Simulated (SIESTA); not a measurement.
Crystal: Al2O3.

```xyz
5
Lattice="2.8843 0.0000 0.0000 -1.4422 2.4979 0.0000 0.0000 0.0000 9.3368" Properties=species:S:1:pos:R:3 pbc="T T T"
Al    0.0000    0.0000    7.9363
Al    0.0000    0.0000    1.4004
O     0.0000    1.6653    7.2610
O     1.4422    0.8326    0.0000
O     0.0000    1.6653    2.0757
```

Measurements of this composition are mostly on another form, of space group No. 167.

Base run:

- Program: SIESTA 5.4.2
- Functional: PBEsol
- Potentials or basis: PseudoDojo 0.4 standard (PBEsol files)
- Basis: DZP (energy shift 0.003 Ry)
- Grid cutoff: 800 Ry
- Energy shift: 0.003 Ry
- k mesh: 11 × 11 × 3
- Occupations: fermi-dirac, width 0.05 eV
- Spin: no spin polarisation

Its results: band gap on the k mesh 4.75 eV, indirect (least direct gap 4.98 eV); pressure -1.5 GPa; largest force 0.482 eV/Å.

Problem. The run is repeated on the same cell with these changes: functional from PBEsol to LDA; potentials or basis from PseudoDojo 0.4 standard (PBEsol files) to PseudoDojo 0.4 standard (LDA files). What comes out?

Solution. Band gap on the k mesh 4.80 eV, indirect (least direct gap 5.02 eV); pressure -5.8 GPa; largest force 0.281 eV/Å.

Caveats: the basis of atomic orbitals isn't converged, which shifts pressures, moduli and gaps.
